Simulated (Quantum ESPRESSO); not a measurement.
Cu:

```
Cu
1.0
     2.53410    0.00000    0.00000
    -1.26705    2.19459    0.00000
     0.00000    0.00000    4.11257
Cu
2
Direct
  0.66667 0.33333 0.75000
  0.33333 0.66667 0.25000
```

This isn't the form of Cu at room conditions, which is fcc.

```yaml
Program: Quantum ESPRESSO 7.5
Task: single point
Functional: PBEsol
Potentials_or_basis: GBRV 1.5 PBEsol
Cutoff: 762 eV
Density_cutoff: 6095 eV
k_mesh: 12 × 12 × 7
Occupations: fermi-dirac, width 0.05 eV
Spin: no spin polarisation
```

On this cell: pressure -1.3 GPa; largest force under 0.003 eV/Å; band gap on the k mesh none (metal or under the smearing width).

The same run follows on a disturbed copy (atoms moved at random, drawn with an rms of 0.05 Å):

```
CELL_PARAMETERS angstrom
2.53410 0.00000 0.00000
-1.26705 2.19459 0.00000
0.00000 0.00000 4.11257
ATOMIC_POSITIONS crystal
Cu 0.66971 0.35034 0.74393
Cu 0.35459 0.66690 0.24866
```

Task: What does the disturbed cell give?

Result: The energy (extrapolated to zero smearing) moves by +2.9 meV/atom; pressure -1.2 GPa; largest force 0.198 eV/Å; band gap on the k mesh none (metal or under the smearing width).

Forces on the atoms (eV/Å):
```
Cu   0.106 -0.059  0.157
Cu  -0.106  0.059 -0.157
```

Stress tensor (GPa, compression positive):
```
-1.00 -0.90  0.11
-0.90 -1.97 -0.06
 0.11 -0.06 -0.65
```
